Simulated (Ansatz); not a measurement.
## AlCo: relaxed-ion elastic tensor

Level of theory: DFT PBE, scalar-relativistic, plane waves, PAW in Ansatz 0.2.0. Cutoff 420 eV, 16×16×8 k-points (Γ-centred), Fermi-Dirac smearing of 0.15 eV. No spin polarisation.

Relaxed structure:
```
Al Co
1.0
     2.85418    0.00000    0.00000
     0.00000    2.85418    0.00000
     0.00000    0.00000    5.70839
Al Co
2 2
Cartesian
  0.0000 0.0000 4.2813
  0.0000 0.0000 1.4271
  1.4271 1.4271 0.0000
  1.4271 1.4271 2.8542
```

It comes from a database structure that was distorted and then relaxed. In a metal, frequencies and elastic constants depend on the k mesh and the smearing, soft modes and shear constants most. It needn't be the stable form of this composition.

Problem. Give the relaxed-ion elastic constants (GPa, Voigt order xx yy zz yz xz xy, on the Cartesian axes of the cell above).

Solution.
C11 = 274.4, C12 = 128.2, C13 = 128.2, C22 = 274.4, C23 = 128.2, C33 = 274.4, C44 = 140.2, C55 = 140.2, C66 = 140.2 GPa; the others vanish.

Problem. Is the crystal stable against homogeneous strain?

Solution. Yes: the least eigenvalue of the tensor is 140.2 GPa.

Problem. And the moduli of a polycrystal (Hill averages)?

Solution. B = 177 GPa, G = 108 GPa, E = 269 GPa, ν = 0.25.
